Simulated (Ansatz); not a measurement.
Runs of Ansatz 0.2.0 on Ta. It takes space group Im-3m (No. 229, cubic). The conventional cell has a = 3.303 Å, b = 3.303 Å, c = 3.303 Å, α = 90.00°, β = 90.00°, γ = 90.00°. Around Ta (site symmetry m-3m) lie 8 Ta at 2.86 Å. 

```tsv
potentials or basis	cutoff (eV)	V0 of scaled cells (Å³/atom)	B0 (GPa)
PseudoDojo standard	789	18.24	195
Ansatz PAW	420	18.24	195
SPMS NC	463	18.24	195
Ansatz PAW earlier set	520	18.25	193
Ansatz NC	1000	18.24	193
Ansatz PAW earlier set	640	18.25	193
PseudoDojo stringent	1796	18.20	(a)
JTH PAW	1290	18.24	195
```

Alike in all rows: task equation of state; level PBE; no spin polarisation; cell as given; k mesh 11 × 11 × 11; smearing fermi-dirac 0.05 eV.

Estimate the missing entries.

(a) 194.
